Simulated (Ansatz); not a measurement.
Base run

Ansatz input (lattice in Å, positions in fractions of it)
```yaml
crystal:
  lattice:
    - [0, 2.795, 2.795]
    - [2.795, 0, 2.795]
    - [2.795, 2.795, 0]
  atoms:
    - { symbol: Ba, position: [-0.0035778175, 0.0035778175, 0.0035778175] }
    - { symbol: O, position: [0.5, 0.5, 0.5] }
kpoints:
  mp_grid: { grid: [8, 8, 8] }
hamiltonian:
  xc: pbe
  pseudopotentials:
    kind: all_electron
    nuclear_model: point
    lapw: { basis_error: "0.25 meV" }
scf:
  occupations: { method: fermi_dirac, width: 0.1 }
  convergence: { dr2_threshold: "1e-9 eV" }
  max_iter: 300
output:
  forces: true
  stress: true
```

Method: PBE, all-electron LAPW, point nucleus (Ansatz).

It gives a pressure of -0.58 GPa.

**Question.** What changes with a first-order correction from the scalar-relativistic equation to Dirac's equation for the inner shells Ba 4p, Ba 3d and those below them?

**Answer.** The pressure increases by 0.01 GPa.
